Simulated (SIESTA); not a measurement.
**I under changes of volume**

One of the cells (45.522 Å³/atom); the others are scaled copies at fixed shape and fractional positions:

```
I
1.0
    -1.62817    1.62817    4.29305
     1.62817   -1.62817    4.29305
     1.62817    1.62817   -4.29305
I
1
Direct
  0.00000 0.00000 0.00000
```

* Program: SIESTA 5.4.2
* Functional: PBE
* Potentials or basis: PseudoDojo 0.4 standard (PBE files)
* Basis: DZP (energy shift 0.002 Ry)
* Grid cutoff: 500 Ry
* Energy shift: 0.002 Ry
* k mesh: 11 × 11 × 11
* Occupations: fermi-dirac, width 0.05 eV
* Spin: no spin polarisation

```tsv
volume (Å³/atom)	energy over the lowest point (meV/atom)	pressure (GPa)
41.952	?	?
42.845	18.14	1.9
43.737	9.19	1.3
45.522	0.42	0.3
46.415	0.00	-0.1
47.308	1.78	-0.5
```

Question: What does the run at 41.952 Å³/atom give?

Answer: Energy over the lowest point 30.67 meV/atom; pressure 2.6 GPa.

Worked out: A Birch-Murnaghan fit of order 3 (a polynomial in V^(-2/3)) to the other rows has its minimum at 46.13 Å³/atom with B0 = V·E''(V) = 22 GPa and B' = 5.0 at fixed shape and positions, which overstates the stiffness. It gives 30.68 meV/atom at 41.952 Å³/atom, against the run's 30.67, and -dE/dV = 2.6 GPa, against 2.6.

Energies are extrapolated to zero smearing.

Caveats: the basis of atomic orbitals isn't converged, which shifts pressures, moduli and gaps; an odd number of electrons without spin polarisation forces a metal; a magnetic or distorted state may lie lower.
